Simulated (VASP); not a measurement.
# Se (P3_221) in VASP: further runs

One crystal, Se, is run at these levels: PBE; tasks: single point.

Everything below comes from runs of VASP 6.6.1. Logs are shortened: lines on timing, memory, paths and dates and some standing lists are left out, and cuts for length are marked.

### 1 Starting point

Symmetry: P3_221, No. 154, trigonal system. Conventional cell: a = 4.355 Å, b = 4.355 Å, c = 4.949 Å, α = 90.00°, β = 90.00°, γ = 120.00°. Around Se (site symmetry 2) lie 2 Se at 2.32 Å.

### 2 Single point, PBE

The input, INCAR:

```
SYSTEM = Se
PREC     = Accurate       ! precision mode
ENCUT    = 250            ! plane-wave cutoff, eV
EDIFF    = 1E-6           ! SCF threshold, eV
ISMEAR   = 0              ! smearing method
SIGMA    = 0.05           ! smearing width, eV
LREAL    = .FALSE.        ! projectors in reciprocal space
LASPH    = .TRUE.         ! aspherical terms in the spheres
NELM     = 100            ! most SCF steps
ALGO     = Normal         ! electronic algorithm
ISIF     = 2              ! what is computed and relaxed
LWAVE    = .FALSE.        ! write WAVECAR
LCHARG   = .FALSE.        ! write CHGCAR
GGA      = PE             ! functional
NBANDS   = 16             ! bands
ADDGRID  = .FALSE.
```

The input, KPOINTS:

```
Automatic mesh
0
G
  6 6 5
  0 0 0
```

The input, POSCAR:

```
Se
1.0
    4.3551700000      0.0000000000      0.0000000000
   -2.1775850000      3.7716878578      0.0000000000
    0.0000000000      0.0000000000      4.9494500000
Se
3
Direct
    0.7830000000      0.7830000000      0.5000000000
    0.0000000000      0.2170000000      0.8333333333
    0.2170000000      0.0000000000      0.1666666667
```

Potentials or basis: VASP PAW PBE potentials, release 64 (Se).

The run is started by

```
$ cat potpaw_PBE.64/Se/POTCAR > POTCAR
$ mpirun -np 1 vasp_std > vasp.out
```

OUTCAR:

```text
SYSTEM = Se
   PREC = Accurate
   ENCUT = 250
   EDIFF = 1E-6
   ISMEAR = 0
   LREAL = .FALSE.
   LASPH = .TRUE.
   NELM = 100
   ISIF = 2
   GGA = PE

 Found     27 irreducible k-points:

 Following reciprocal coordinates:
            Coordinates               Weight
  0.000000  0.000000  0.000000      1.000000
  0.166667  0.000000  0.000000      6.000000
  0.333333  0.000000  0.000000      6.000000
  0.500000  0.000000  0.000000      3.000000
  0.166667  0.166667  0.000000      6.000000
  0.333333  0.166667  0.000000     12.000000
   k-points           NKPTS =     27   k-points in BZ     NKDIM =     27   number of bands    NBANDS=     16
   number of dos      NEDOS =    301   number of ions     NIONS =      3
   total plane-waves  NPLWV =  16128
   dimension x,y,z NGX =    24 NGY =   24 NGZ =   28
   dimension x,y,z NGXF=    48 NGYF=   48 NGZF=   56
   ions per type =               3
   NGX,Y,Z   is equivalent  to a cutoff of   9.16,  9.16,  9.40 a.u.
   NGXF,Y,Z  is equivalent  to a cutoff of  18.32, 18.32, 18.81 a.u.
 SYSTEM =  Se
   PREC   = accura    normal or accurate (medium, high low for compatibility)
   ISTART =      0    job   : 0-new  1-cont  2-samecut
   ICHARG =      2    charge: 1-file 2-atom 10-const
   ISPIN  =      1    spin polarized calculation?
   LNONCOLLINEAR =      F non collinear calculations
   LSORBIT =      F    spin-orbit coupling
   LASPH  =      T    aspherical Exc in radial PAW
   ENCUT  =  250.0 eV  18.37 Ry    4.29 a.u.   5.61  5.61  6.38*2*pi/ulx,y,z
   NELM   =    100;   NELMIN=  2; NELMDL= -5     # of ELM steps
   EDIFF  = 0.1E-05   stopping-criterion for ELM
[... 18 lines left out ...]
     AMIX     =   0.40;   BMIX     =  1.00
     AMIX_MAG =   1.60;   BMIX_MAG =  1.00
  volume/ion in A,a.u.               =      27.10       182.88
  Fermi-wavevector in a.u.,A,eV,Ry     =   0.990375  1.871538 13.345178  0.980843
  Thomas-Fermi vector in A             =   2.122041
   LORBIT       =      0    0 simple, 1 ext, 2 COOP (PROOUT), +10 PAW based schemes
   GGA     = PE    functional components
[... 5 lines left out ...]
 non-spin polarized calculation
 Gauss-broadening in eV      SIGMA  =   0.05
  energy-cutoff  :      250.00
  volume of cell :       81.30
 maximum number of plane-waves:       751
 NGX is ok and might be reduce to    24
   NGX = 11   NGY = 11   NGZ = 13

 number of electron      17.9999996 magnetization

 Free energy of the ion-electron system (eV)
  ---------------------------------------------------
  ext. energy  EPLUGINS =         0.00000000
  ---------------------------------------------------
  free energy    TOTEN  =       -10.36522741 eV

  energy without entropy =      -10.36522741  energy(sigma->0) =      -10.36522741

 E-fermi :   2.9043     XC(G=0):  -8.8323

 val. band max:        2.6527672329   @ k =   0.3333   0.1667   0.4000
 cond. band min:       4.0931376435   @ k =   0.3333   0.3333   0.4000
 fundamental gap:      1.4403704106
 Fermi energy:         2.9043019771

 k-point     1 :       0.0000    0.0000    0.0000
  band No.  band energies     occupation
      1     -13.3917      2.00000
      2      -9.0793      2.00000
      3      -9.0793      2.00000
      4      -1.2325      2.00000
      5      -1.2325      2.00000
      6      -1.0285      2.00000
      7       0.5696      2.00000
      8       0.5696      2.00000
      9       2.3501      2.00000
     10       4.8149      0.00000
     11       4.8149      0.00000
     12       5.2095      0.00000
     13       8.7788      0.00000
     14       9.1512      0.00000
     15       9.1512      0.00000
     16      11.1198      0.00000

 k-point     2 :       0.1667    0.0000    0.0000
  band No.  band energies     occupation
      1     -13.2956      2.00000
      2      -9.1649      2.00000
      3      -9.0645      2.00000
      4      -1.9227      2.00000
      5      -1.5316      2.00000
      6      -0.8315      2.00000
      7       0.5804      2.00000
      8       0.9344      2.00000
      9       2.1233      2.00000
     10       4.7561      0.00000
     11       4.8348      0.00000
     12       5.5031      0.00000
     13       8.7124      0.00000
     14       9.0600      0.00000
     15      10.0430      0.00000
     16      11.0919      0.00000

 k-point     3 :       0.3333    0.0000    0.0000
  band No.  band energies     occupation
      1     -13.0816      2.00000
      2      -9.3789      2.00000
      3      -9.0340      2.00000
      4      -2.4834      2.00000
      5      -1.9220      2.00000
      6      -0.8366      2.00000
      7       0.3167      2.00000
      8       0.8665      2.00000
      9       1.7972      2.00000
     10       4.8404      0.00000
     11       5.1923      0.00000
     12       6.3589      0.00000
     13       8.4556      0.00000
     14       9.3495      0.00000
     15      11.2765      0.00000
     16      12.1193      0.00000

 k-point     4 :       0.5000    0.0000    0.0000
  band No.  band energies     occupation
      1     -12.9604      2.00000
      2      -9.5106      2.00000
      3      -9.0184      2.00000
      4      -2.6263      2.00000
      5      -2.0818      2.00000
      6      -0.6957      2.00000
      7      -0.1974      2.00000
      8       0.8016      2.00000
      9       1.6980      2.00000
     10       4.8363      0.00000
     11       5.3723      0.00000
     12       7.0892      0.00000
     13       8.1477      0.00000
     14      10.3586      0.00000
     15      12.4107      0.00000
     16      12.4742      0.00000

 k-point     5 :       0.1667    0.1667    0.0000
  band No.  band energies     occupation
      1     -13.1388      2.00000
      2      -9.2872      2.00000
      3      -9.0753      2.00000
      4      -2.3078      2.00000
      5      -1.9893      2.00000
      6      -0.6858      2.00000
      7       0.4021      2.00000
      8       0.9288      2.00000
      9       1.7232      2.00000
     10       4.9872      0.00000
     11       5.2204      0.00000
     12       5.9310      0.00000
     13       8.5174      0.00000
     14       9.2969      0.00000
     15      10.7929      0.00000
     16      11.4887      0.00000

 k-point     6 :       0.3333    0.1667    0.0000
  band No.  band energies     occupation
      1     -12.9628      2.00000
      2      -9.4256      2.00000
      3      -9.1086      2.00000
      4      -2.5366      2.00000
      5      -2.2231      2.00000
      6      -0.5543      2.00000
      7      -0.0136      2.00000
      8       0.5851      2.00000
      9       1.4150      2.00000
     10       5.1858      0.00000
     11       5.7927      0.00000
     12       6.6784      0.00000
     13       8.5215      0.00000
     14       9.7969      0.00000
     15      11.7883      0.00000
     16      12.2587      0.00000

 [... further k-points ...]

------------------------ aborting loop because EDIFF is reached ----------------------------------------

  FORCE on cell =-STRESS in cart. coord.  units (eV):
  Direction    XX          YY          ZZ          XY          YZ          ZX
  --------------------------------------------------------------------------------------
  -------------------------------------------------------------------------------------
  Total        2.3356233      2.3356233      3.8023614      0.0000000     -0.0000000      0.0000000
  in kB       46.0273081     46.0273081     74.9318023      0.0000000     -0.0000000      0.0000000
  external PRESSURE =      55.6621395 kB  Pullay stress =       0.0000000 kB

 VOLUME and BASIS-vectors are now :
 -----------------------------------------------------------------------------
  energy-cutoff  :      250.00
  volume of cell :       81.30
      direct lattice vectors                 reciprocal lattice vectors
     4.355170000  0.000000000  0.000000000     0.229612162  0.132566644  0.000000000
    -2.177585000  3.771687858  0.000000000     0.000000000  0.265133287  0.000000000
     0.000000000  0.000000000  4.949450000     0.000000000  0.000000000  0.202042651

 POSITION                                       TOTAL-FORCE (eV/Angst)
 -----------------------------------------------------------------------------------
      1.70505      2.95323      2.47472        -0.597253     -1.034472      0.000000
     -0.47254      0.81846      4.12454        -0.597253      1.034472     -0.000000
      0.94507      0.00000      0.82491         1.194506     -0.000000      0.000000
 -----------------------------------------------------------------------------------
    total drift:                                0.000002      0.000004     -0.000000

  FREE ENERGIE OF THE ION-ELECTRON SYSTEM (eV)
  ---------------------------------------------------
  free  energy   TOTEN  =       -10.3652274144 eV

  energy  without entropy=      -10.3652274144  energy(sigma->0) =      -10.36522741
```

Wall time 5.3 s (1 thread of Intel Xeon 6975P-C (Granite Rapids), shared host); peak memory 0.14 GiB.

The run converged, but some of its settings lie outside the range that counts as converged, so its numbers aren't taken as properties of the crystal.

What came out:

| Quantity | Value |
| --- | --- |
| Free energy | -10.3652 eV |
| Pressure | 5.6 GPa |
| Largest force | 1.195 eV/Å |
| Band gap on the k mesh | 1.44 eV, indirect (least direct gap 1.46 eV) |

Caveat: the cutoff is under 1.25 times the usual one of these potentials, so pressure, stress and relaxed cells hold a basis-set (Pulay) error; an odd mesh through Γ misses points on the zone boundary, where band edges often lie; forces of over 1 eV/Å show positions far from the minimum, so gaps and moduli don't describe the material at rest.

### 3 Single point, PBE

INCAR, as its differences from that of step 2:

```diff
@@ -2,3 +2,3 @@
 PREC     = Accurate       ! precision mode
-ENCUT    = 250            ! plane-wave cutoff, eV
+ENCUT    = 300            ! plane-wave cutoff, eV
 EDIFF    = 1E-6           ! SCF threshold, eV
```

KPOINTS is that of step 2.

POSCAR is that of step 2.

Potentials or basis: VASP PAW PBE potentials, release 64 (Se).

The run is started by

```
$ cat potpaw_PBE.64/Se/POTCAR > POTCAR
$ mpirun -np 1 vasp_std > vasp.out
```

OUTCAR:

```text
SYSTEM = Se
   PREC = Accurate
   ENCUT = 300
   EDIFF = 1E-6
   ISMEAR = 0
   LREAL = .FALSE.
   LASPH = .TRUE.
   NELM = 100
   ISIF = 2
   GGA = PE

 Found     27 irreducible k-points:

 Following reciprocal coordinates:
            Coordinates               Weight
  0.000000  0.000000  0.000000      1.000000
  0.166667  0.000000  0.000000      6.000000
  0.333333  0.000000  0.000000      6.000000
  0.500000  0.000000  0.000000      3.000000
  0.166667  0.166667  0.000000      6.000000
  0.333333  0.166667  0.000000     12.000000
[... 193 lines left out ...]
  FORCE on cell =-STRESS in cart. coord.  units (eV):
  Direction    XX          YY          ZZ          XY          YZ          ZX
  --------------------------------------------------------------------------------------
  -------------------------------------------------------------------------------------
  Total        2.4110810      2.4110810      3.8557940     -0.0000000      0.0000000      0.0000000
  in kB       47.5143266     47.5143266     75.9847788     -0.0000000      0.0000000      0.0000000
  external PRESSURE =      57.0044773 kB  Pullay stress =       0.0000000 kB

 VOLUME and BASIS-vectors are now :
 -----------------------------------------------------------------------------
  energy-cutoff  :      300.00
  volume of cell :       81.30
      direct lattice vectors                 reciprocal lattice vectors
     4.355170000  0.000000000  0.000000000     0.229612162  0.132566644  0.000000000
    -2.177585000  3.771687858  0.000000000     0.000000000  0.265133287  0.000000000
     0.000000000  0.000000000  4.949450000     0.000000000  0.000000000  0.202042651

 POSITION                                       TOTAL-FORCE (eV/Angst)
 -----------------------------------------------------------------------------------
      1.70505      2.95323      2.47472        -0.594718     -1.030082      0.000000
     -0.47254      0.81846      4.12454        -0.594718      1.030082     -0.000000
      0.94507      0.00000      0.82491         1.189436     -0.000000      0.000000
 -----------------------------------------------------------------------------------
    total drift:                                0.000004      0.000008      0.000000

  FREE ENERGIE OF THE ION-ELECTRON SYSTEM (eV)
  ---------------------------------------------------
  free  energy   TOTEN  =       -10.3689864234 eV

  energy  without entropy=      -10.3689864234  energy(sigma->0) =      -10.36898642
```

OSZICAR:

```text
N       E                     dE             d eps       ncg     rms          rms(c)
DAV:   1     0.588562334706E+02    0.58856E+02   -0.53405E+03   864   0.601E+02
DAV:   2    -0.728969547961E+01   -0.66146E+02   -0.63736E+02  1160   0.131E+02
DAV:   3    -0.104335938826E+02   -0.31439E+01   -0.31372E+01  1024   0.325E+01
DAV:   4    -0.104516381951E+02   -0.18044E-01   -0.18042E-01  1216   0.292E+00
DAV:   5    -0.104517728017E+02   -0.13461E-03   -0.13461E-03  1048   0.236E-01    0.763E+00
DAV:   6    -0.103902487706E+02    0.61524E-01   -0.37440E-02  1104   0.119E+00    0.473E+00
DAV:   7    -0.103696395295E+02    0.20609E-01   -0.77439E-02  1000   0.166E+00    0.215E-01
DAV:   8    -0.103688220898E+02    0.81744E-03   -0.90281E-03   984   0.586E-01    0.111E-01
DAV:   9    -0.103689305488E+02   -0.10846E-03   -0.34300E-04  1208   0.113E-01    0.374E-02
DAV:  10    -0.103689821681E+02   -0.51619E-04   -0.49896E-05  1048   0.469E-02    0.670E-03
DAV:  11    -0.103689865299E+02   -0.43618E-05   -0.86609E-06  1144   0.177E-02    0.413E-03
DAV:  12    -0.103689864234E+02    0.10643E-06   -0.15681E-06   880   0.810E-03
   1 F= -.10368986E+02 E0= -.10368986E+02  d E =-.235030E-13
```

stdout:

```text
POSCAR found type information on POSCAR Se
 POSCAR found :  1 types and       3 ions
 scaLAPACK will be used
 LDA part: xc-table for (Slater+PW92), standard interpolation
 POSCAR, INCAR and KPOINTS ok, starting setup
 FFT: planning ... GRIDC
 FFT: planning ... GRID_SOFT
 FFT: planning ... GRID
 WAVECAR not read
 entering main loop
```

It took 7.6 s on 1 thread of Intel Xeon 6975P-C (Granite Rapids), shared host; peak memory 0.15 GiB.

These settings aren't checked as converged: the numbers below hold their error.

What came out:

```yaml
Free_energy: -10.3690 eV
Pressure: 5.7 GPa
Largest_force: 1.189 eV/Å
Band_gap_on_the_k_mesh: 1.44 eV, indirect (least direct gap 1.46 eV)
```

Caveat: an odd mesh through Γ misses points on the zone boundary, where band edges often lie; forces of over 1 eV/Å show positions far from the minimum, so gaps and moduli don't describe the material at rest.

### 4 Single point, PBE

INCAR, as its differences from that of step 3:

```diff
@@ -2,3 +2,3 @@
 PREC     = Accurate       ! precision mode
-ENCUT    = 300            ! plane-wave cutoff, eV
+ENCUT    = 250            ! plane-wave cutoff, eV
 EDIFF    = 1E-6           ! SCF threshold, eV
```

The input, KPOINTS:

```
Automatic mesh
0
G
  7 7 6
  0 0 0
```

POSCAR is that of step 3.

The run is started by

```
$ cat potpaw_PBE.64/Se/POTCAR > POTCAR
$ mpirun -np 1 vasp_std > vasp.out
```

Run time: 7.3 s. Hardware: 1 thread of Intel Xeon 6975P-C (Granite Rapids), shared host; peak memory 0.14 GiB.

These settings aren't checked as converged: the numbers below hold their error.

What came out:

| Item | Value |
| --- | --- |
| Free energy | -10.3651 eV |
| Pressure | 5.6 GPa |
| Largest force | 1.196 eV/Å |
| Band gap on the k mesh | 1.15 eV, indirect (least direct gap 1.38 eV) |

Caveat: the cutoff is under 1.25 times the usual one of these potentials, so pressure, stress and relaxed cells hold a basis-set (Pulay) error; an odd mesh through Γ misses points on the zone boundary, where band edges often lie; forces of over 1 eV/Å show positions far from the minimum, so gaps and moduli don't describe the material at rest.

### 5 For comparison

An earlier run on the cell as given: functional PBE; potentials or basis VASP PAW PBE potentials, release 64 (Se); cutoff 520 eV; k mesh 7 × 7 × 6; occupations fermi-dirac, width 0.05 eV; no spin polarisation.

- Pressure: 5.7 GPa
- Largest force: 1.188 eV/Å
- Band gap on the k mesh: 1.16 eV, indirect (least direct gap 1.38 eV)
